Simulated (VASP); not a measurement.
# C (P6_3/mmc) in VASP: further runs

Runs on C. Level: PBE+D3(BJ). Tasks: relaxation of cell and atoms.

Everything below comes from runs of VASP 6.6.1. Logs are shortened: lines on timing, memory, paths and dates and some standing lists are left out, and cuts for length are marked.

### Step 1. Starting point

The structure is hexagonal, space group P6_3/mmc (No. 194). Conventional cell: a = 2.467 Å, b = 2.467 Å, c = 7.803 Å, α = 90.00°, β = 90.00°, γ = 120.00°. Around C (site symmetry -6m2) lie 3 C at 1.42 Å. C (site symmetry -6m2) is surrounded by 3 C at 1.42 Å.

### Step 2. Relaxation of cell and atoms, PBE+D3(BJ)

Contents of INCAR:

```
PREC = Accurate
ENCUT = 520
EDIFF = 1E-7
ISMEAR = 0
SIGMA = 0.02
LREAL = False
LASPH = True
NELM = 60
ALGO = Normal
ISIF = 3
LWAVE = False
LCHARG = False
GGA = PE
IVDW = 12
IBRION = 2
NSW = 80
EDIFFG = -0.002
AMIX = 0.2
```

Contents of KPOINTS:

```
Automatic mesh
0
Gamma
  15 15 4
```

Contents of POSCAR:

```
C
1.0
    2.4672912600      0.0000000000      0.0000000000
   -1.2336456300      2.1367369100      0.0000000000
    0.0000000000      0.0000000000      7.8030730000
C
4
Direct
    0.0000000000      0.0000000000      0.2500000000
    0.0000000000      0.0000000000      0.7500000000
    0.3333333300      0.6666666700      0.2500000000
    0.6666666700      0.3333333300      0.7500000000
```

Potentials or basis: VASP PAW PBE potentials, release 64 (C).

On the command line:

```bash
$ cat potpaw_PBE.64/C/POTCAR > POTCAR
$ mpirun -np 1 vasp_std > vasp.out
```

OUTCAR:

```text
PREC = Accurate
   ENCUT = 520
   EDIFF = 1E-7
   ISMEAR = 0
   LREAL = False
   LASPH = True
   NELM = 60
   ISIF = 3
   GGA = PE
   IVDW = 12
   IBRION = 2
   NSW = 80
   EDIFFG = -0.002
   AMIX = 0.2
 IVDW          = 12

 ion  position               nearest neighbor table
   1  0.000  0.000  0.250-   3 1.42   3 1.42   3 1.42
   2  0.000  0.000  0.750-   4 1.42   4 1.42   4 1.42
   3  0.333  0.667  0.250-   1 1.42   1 1.42   1 1.42
   4  0.667  0.333  0.750-   2 1.42   2 1.42   2 1.42

  LATTYP: Found a hexagonal cell.
 ALAT       =     2.4672912600
 C/A-ratio  =     3.1626071581

  Lattice vectors:

 A1 = (   2.4672912600,   0.0000000000,   0.0000000000)
 A2 = (  -1.2336456300,   2.1367369100,   0.0000000000)
 A3 = (   0.0000000000,   0.0000000000,   7.8030730000)

Analysis of symmetry for initial positions (statically):
=====================================================================
 Subroutine PRICEL returns:
 Original cell was already a primitive cell.

 Routine SETGRP: Setting up the symmetry group for a
 hexagonal supercell.

 Subroutine GETGRP returns: Found 24 space group operations
 (whereof 12 operations were pure point group operations)
 out of a pool of 24 trial point group operations.

The static configuration has the point symmetry D_3d.
 The point group associated with its full space group is D_6h.

Analysis of symmetry for dynamics (positions and initial velocities):
=====================================================================
 Subroutine PRICEL returns:
 Original cell was already a primitive cell.

 Routine SETGRP: Setting up the symmetry group for a
 hexagonal supercell.

 Subroutine GETGRP returns: Found 24 space group operations
 (whereof 12 operations were pure point group operations)
 out of a pool of 24 trial point group operations.

The dynamic configuration has the point symmetry D_3d.
 The point group associated with its full space group is D_6h.

 Subroutine INISYM returns: Found 24 space group operations
 (whereof 12 operations are pure point group operations),
 and found     1 'primitive' translations

----------------------------------------------------------------------------------------

                                     Primitive cell

  volume of cell :      41.1374

  direct lattice vectors                    reciprocal lattice vectors
     2.467291260  0.000000000  0.000000000     0.405302777  0.234001668  0.000000000
    -1.233645630  2.136736910  0.000000000     0.000000000  0.468003335  0.000000000
     0.000000000  0.000000000  7.803073000     0.000000000  0.000000000  0.128154639

  length of vectors
     2.467291260  2.467291260  7.803073000     0.468003335  0.468003335  0.128154639

  position of ions in fractional coordinates (direct lattice)
     0.000000000  0.000000000  0.250000000
     0.000000000  0.000000000  0.750000000
     0.333333330  0.666666670  0.250000000
     0.666666670  0.333333330  0.750000000

  ion indices of the primitive-cell ions
   primitive index   ion index
                 1           1
                 2           2
                 3           3
                 4           4

----------------------------------------------------------------------------------------

 KPOINTS: Automatic mesh

Automatic generation of k-mesh.
 Grid dimensions read from file:
 generate k-points for:   15   15    4

 Generating k-lattice:

  Cartesian coordinates                     Fractional coordinates (reciprocal lattice)
     0.027020185  0.015600111  0.000000000     0.066666667  0.000000000  0.000000000
     0.000000000  0.031200222  0.000000000     0.000000000  0.066666667  0.000000000
     0.000000000  0.000000000  0.032038660     0.000000000  0.000000000  0.250000000

  Length of vectors
     0.031200222  0.031200222  0.032038660

  Shift w.r.t. Gamma in fractional coordinates (k-lattice)
     0.000000000  0.000000000  0.000000000

 Subroutine IBZKPT returns following result:
 ===========================================

 Found     81 irreducible k-points:

 Following reciprocal coordinates:
            Coordinates               Weight
  0.000000  0.000000  0.000000      1.000000
  0.066667  0.000000  0.000000      6.000000
  0.133333  0.000000  0.000000      6.000000
  0.200000  0.000000  0.000000      6.000000
  0.266667  0.000000  0.000000      6.000000
  0.333333  0.000000  0.000000      6.000000
[... 16 lines left out ...]
  0.333333  0.200000  0.000000     12.000000
  0.400000  0.200000  0.000000      6.000000
 [... further k-points ...]
   k-points           NKPTS =     81   k-points in BZ     NKDIM =     81   number of bands    NBANDS=     12
   number of dos      NEDOS =    301   number of ions     NIONS =      4
   total plane-waves  NPLWV =  19440
   dimension x,y,z NGX =    18 NGY =   18 NGZ =   60
   dimension x,y,z NGXF=    36 NGYF=   36 NGZF=  120
   ions per type =               4
   NGX,Y,Z   is equivalent  to a cutoff of  12.13, 12.13, 12.78 a.u.
   NGXF,Y,Z  is equivalent  to a cutoff of  24.26, 24.26, 25.57 a.u.
 SYSTEM =  unknown system
   PREC   = accura    normal or accurate (medium, high low for compatibility)
   ISTART =      0    job   : 0-new  1-cont  2-samecut
   ICHARG =      2    charge: 1-file 2-atom 10-const
   ISPIN  =      1    spin polarized calculation?
   LNONCOLLINEAR =      F non collinear calculations
   LSORBIT =      F    spin-orbit coupling
   LASPH  =      T    aspherical Exc in radial PAW
   ENCUT  =  520.0 eV  38.22 Ry    6.18 a.u.   4.59  4.59 14.51*2*pi/ulx,y,z
   NELM   =     60;   NELMIN=  2; NELMDL= -5     # of ELM steps
   EDIFF  = 0.1E-06   stopping-criterion for ELM
   LREAL  =      F    real-space projection
   EDIFFG = -.2E-02   stopping-criterion for IOM
   NSW    =     80    number of steps for IOM
   IBRION =      2    ionic relax: 0-MD 1-quasi-New 2-CG
   NFREE  =      1    steps in history (QN), initial steepest desc. (CG)
   ISIF   =      3    stress and relaxation
   ISYM   =      2    0-nonsym 1-usesym 2-fastsym
   POTIM  = 0.5000    time-step for ionic-motion
   TEBEG  =    0.0;   TEEND  =   0.0 temperature during run
   PSTRESS=    0.0 pullay stress
   NELECT =      16.0000    total number of electrons
   NUPDOWN=      -1.0000    fix difference up-down
   EMIN   =  10.00;   EMAX   =-10.00  energy-range for DOS
   EFERMI =   0.00;   METHOD = LEGACY
   ISMEAR =     0;   SIGMA  =   0.02  broadening in eV -4-tet -1-fermi 0-gaus
   EFERMI_NEDOS =   21; number of points for ismear=-14 and -15
   IALGO  =     38    algorithm
   IMIX   =      4    mixing-type and parameters
     AMIX     =   0.20;   BMIX     =  1.00
     AMIX_MAG =   0.80;   BMIX_MAG =  1.00
  volume/ion in A,a.u.               =      10.28        69.40
  Fermi-wavevector in a.u.,A,eV,Ry     =   1.195003  2.258229 19.429568  1.428033
  Thomas-Fermi vector in A             =   2.330979
   LORBIT       =      0    0 simple, 1 ext, 2 COOP (PROOUT), +10 PAW based schemes
   GGA     = PE    functional components
   LHFCALC =     F    Hartree Fock is set to
   AEXX    =    0.0000 exact exchange contribution
   IVDW    =    12    specifies the selected vdW correction
   LEPSILON=     F    determine dielectric tensor
   LRPA    =     F    only Hartree local field effects (RPA)
 conjugate gradient relaxation of ions
 non-spin polarized calculation
 Gauss-broadening in eV      SIGMA  =   0.02
  energy-cutoff  :      520.00
  volume of cell :       41.14
 maximum number of plane-waves:      1128
   NGX =  9   NGY =  9   NGZ = 29

--------------------------------------- Ionic step        1  -------------------------------------------

 number of electron      15.9999994 magnetization

 Free energy of the ion-electron system (eV)
  ---------------------------------------------------
  ext. energy  EPLUGINS =         0.00000000
  ---------------------------------------------------
  free energy    TOTEN  =       -36.89665033 eV

  energy without entropy =      -36.89640116  energy(sigma->0) =      -36.89652575

------------------------ aborting loop because EDIFF is reached ----------------------------------------

 Edisp (eV)   -0.52304

 E8    (eV) :    -0.1459
[... 33 lines left out ...]
--------------------------------------- Ionic step        2  -------------------------------------------

 number of electron      15.9999994 magnetization

 E-fermi :   3.4889     XC(G=0):  -9.3346

 val. band max:        3.4878215461   @ k =   0.3333   0.3333   0.5000
 cond. band min:       3.4891964800   @ k =   0.3333   0.3333   0.2500
 fundamental gap:      0.0013749339
 Fermi energy:         3.4889239869

 k-point     1 :       0.0000    0.0000    0.0000
  band No.  band energies     occupation
      1     -16.0696      2.00000
      2     -15.9811      2.00000
      3      -4.5457      2.00000
      4      -3.6643      2.00000
      5       0.4510      2.00000
      6       0.4510      2.00000
      7       0.4546      2.00000
      8       0.4546      2.00000
      9       6.8987      0.00000
     10      11.1849      0.00000
     11      11.7976      0.00000
     12      11.8002      0.00000
[... 331 lines left out ...]
 k-point    24 :       0.4000    0.2000    0.0000
  band No.  band energies     occupation
      1     -10.1912      2.00000
      2     -10.1627      2.00000
      3      -9.1956      2.00000
      4      -9.1764      2.00000
      5      -5.3608      2.00000
      6      -5.3346      2.00000
      7       1.8387      2.00000
      8       2.1161      2.00000
      9       4.7554      0.00000
     10       4.8679      0.00000
     11      14.1448      0.00000
     12      14.4532      0.00000

 [... further k-points ...]

------------------------ aborting loop because EDIFF is reached ----------------------------------------

 Edisp (eV)   -0.52673

 E8    (eV) :    -0.1470
[... 69 lines left out ...]
  FREE ENERGIE OF THE ION-ELECTRON SYSTEM (eV)
  ---------------------------------------------------
  free  energy   TOTEN  =       -37.4306134619 eV

  energy  without entropy=      -37.4303656686  energy(sigma->0) =      -37.43048957

 E-fermi :   4.3009     XC(G=0):  -9.9706

 val. band max:        4.2992109878   @ k =   0.3333   0.3333   0.5000
 cond. band min:       4.3013011695   @ k =   0.3333   0.3333   0.2500
 fundamental gap:      0.0020901817
 Fermi energy:         4.3008851282

 k-point     1 :       0.0000    0.0000    0.0000
  band No.  band energies     occupation
      1     -15.4423      2.00000
      2     -15.2524      2.00000
      3      -4.1100      2.00000
      4      -2.6536      2.00000
      5       1.2824      2.00000
      6       1.2824      2.00000
      7       1.2922      2.00000
      8       1.2922      2.00000
      9       8.1114      0.00000
     10      12.7346      0.00000
     11      12.7346      0.00000
     12      12.7654      0.00000
[... 331 lines left out ...]
 k-point    24 :       0.4000    0.2000    0.0000
  band No.  band energies     occupation
      1      -9.4458      2.00000
      2      -9.3813      2.00000
      3      -8.4786      2.00000
      4      -8.4362      2.00000
      5      -4.6310      2.00000
      6      -4.5694      2.00000
      7       2.5027      2.00000
      8       2.9861      2.00000
      9       5.6097      0.00000
     10       5.7550      0.00000
     11      15.0740      0.00000
     12      15.5844      0.00000

 [... further k-points ...]

[... ionic steps 4 to 18 ...]

--------------------------------------- Ionic step       19  -------------------------------------------

 number of electron      15.9999996 magnetization

------------------------ aborting loop because EDIFF is reached ----------------------------------------
[... 79 lines left out ...]
--------------------------------------- Ionic step       21  -------------------------------------------

 number of electron      15.9999996 magnetization

 Free energy of the ion-electron system (eV)
  ---------------------------------------------------
  ext. energy  EPLUGINS =         0.00000000
  ---------------------------------------------------
  free energy    TOTEN  =       -36.84616069 eV

  energy without entropy =      -36.84596339  energy(sigma->0) =      -36.84606204

 E-fermi :   4.6892     XC(G=0): -10.3408

 val. band max:        4.6874664464   @ k =   0.3333   0.3333   0.5000
 cond. band min:       4.6897454168   @ k =   0.3333   0.3333   0.2500
 fundamental gap:      0.0022789705
 Fermi energy:         4.6892103653

 k-point     1 :       0.0000    0.0000    0.0000
  band No.  band energies     occupation
      1     -14.9504      2.00000
      2     -14.6436      2.00000
      3      -3.8234      2.00000
      4      -1.8266      2.00000
      5       1.6776      2.00000
      6       1.6776      2.00000
      7       1.6967      2.00000
      8       1.6967      2.00000
      9       9.0120      0.00000
     10      13.0095      0.00000
     11      13.0095      0.00000
     12      13.0629      0.00000
[... 331 lines left out ...]
 k-point    24 :       0.4000    0.2000    0.0000
  band No.  band energies     occupation
      1      -9.0075      2.00000
      2      -8.8994      2.00000
      3      -7.9839      2.00000
      4      -7.9152      2.00000
      5      -4.1686      2.00000
      6      -4.0627      2.00000
      7       2.7828      2.00000
      8       3.4581      2.00000
      9       6.0555      0.00000
     10       6.1854      0.00000
     11      15.1953      0.00000
     12      15.8655      0.00000

 [... further k-points ...]

------------------------ aborting loop because EDIFF is reached ----------------------------------------

 Edisp (eV)   -0.62744

 E8    (eV) :    -0.1779
[... 27 lines left out ...]
  FREE ENERGIE OF THE ION-ELECTRON SYSTEM (eV)
  ---------------------------------------------------
  free  energy   TOTEN  =       -37.4736011020 eV

  energy  without entropy=      -37.4734037977  energy(sigma->0) =      -37.47350245

 reached required accuracy - stopping structural energy minimisation
```

Wall time 6.4 min (1 thread of Intel Xeon Platinum 8488C (Sapphire Rapids), shared host); peak memory 0.18 GiB.

What came out:

* Free energy: -37.4736 eV
* Relaxed volume: 8.81 Å³/atom
* Relaxed cell: a = 2.466 Å, b = 2.466 Å, c = 6.691 Å, α = 90.00°, β = 90.00°, γ = 120.00°
* Space group after relaxing (to 0.05 Å): P6_3/mmc (No. 194)
* Energy gained by relaxing: 13.5 meV/atom
* Ionic steps: 21
* Pressure after relaxing: 0.0 GPa
* Band gap on the k mesh: none (metal or under the smearing width)
* Dispersion energy per atom: -0.157 eV

The path:
```
step  energy change (eV)  largest force (eV/Å)  pressure (GPa)  volume (Å³)
   1              0.0000                0.0000           -0.77        41.14
   2             -0.0030                0.0000           -0.37        40.84
   3             -0.0109                0.0000            0.88        39.97
   4             -0.0217                0.0000            3.63        38.23
   5             -0.0133                0.0000           10.49        34.82
   6             -0.0240                0.0000            5.09        37.41
   7             -0.0243                0.0000            5.07        37.39
   8             -0.0253                0.0000            5.03        37.32
   9             -0.0273                0.0000            4.95        37.18
  10             -0.0311                0.0000            4.79        36.92
  11             -0.0379                0.0000            4.47        36.38
  12             -0.0474                0.0000            3.88        35.30
  13             -0.0371                0.0000            3.07        33.13
  14             -0.0492                0.0000            3.61        34.75
  15             -0.0493                0.0000            3.55        34.60
  16             -0.0515                0.0000            2.57        34.80
  17             -0.0538                0.0000            0.23        35.33
  18             -0.0538                0.0000            0.13        35.35
  19             -0.0538                0.0000            0.14        35.34
  20             -0.0539                0.0000            0.09        35.30
  21             -0.0539                0.0000            0.01        35.23
```

Final structure:
```
CELL_PARAMETERS angstrom
2.46594 0.00000 0.00000
-1.23297 2.13556 0.00000
0.00000 0.00000 6.69071
ATOMIC_POSITIONS crystal
C 0.00000 0.00000 0.25000
C 0.00000 0.00000 0.75000
C 0.33333 0.66667 0.25000
C 0.66667 0.33333 0.75000
```

Levels at points of the mesh, in eV from the Fermi level:
```tsv
k point	band 6	band 7	band 8	band 9	band 10	band 11
(0.00, 0.00, 0.00)	-3.01	-2.99	-2.99	4.32	8.32	8.32
(0.00, 0.00, 0.50)	-3.00	-3.00	-3.00	6.98	6.98	8.35
```

(Continued in part 2 of 2.)
